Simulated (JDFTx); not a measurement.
Input of a JDFTx 1.7.0 (patched build) run:

Si.in

```
lattice \
    0.0000000000     5.1435532945     5.1435532945 \
    5.1435532945     0.0000000000     5.1435532945 \
    5.1435532945     5.1435532945     0.0000000000
coords-type Lattice
ion Si     0.5093070000     0.4893590000     0.5031720000 1
ion Si     0.7438730000     0.7519100000     0.7438630000 1

ion-species pseudo/Si.upf
elec-cutoff 18 144
elec-ex-corr gga-PBEsol
kpoint-folding 8 8 8
elec-smearing Fermi 0.0018374661
elec-n-bands 9
electronic-SCF nIterations 100 energyDiffThreshold 1e-09
electronic-minimize nIterations 30 energyDiffThreshold 1e-7
converge-empty-states yes
forces-output-coords Cartesian

dump-name run.$VAR
dump End Ecomponents EigStats BandEigs Kpoints Forces Stress ElecDensity Dtot KEdensity
```

Potentials or basis: PseudoDojo-SR-PBEsol-0.4.1-standard with smoothed tails.

The run is started by

```console
$ jdftx -c 1 -i Si.in -o Si.out
```

Estimate the band gap on the k mesh.

0.12 eV, indirect (least direct gap 1.98 eV).

What does it give for the largest force?

0.886 eV/Å.

Forces in eV/Å, atoms in the order of the input:
```
Si   0.097 -0.877 -0.082
Si  -0.097  0.877  0.082
```

Caveat: the empty levels aren't tightly converged. A k mesh can miss the band edges.
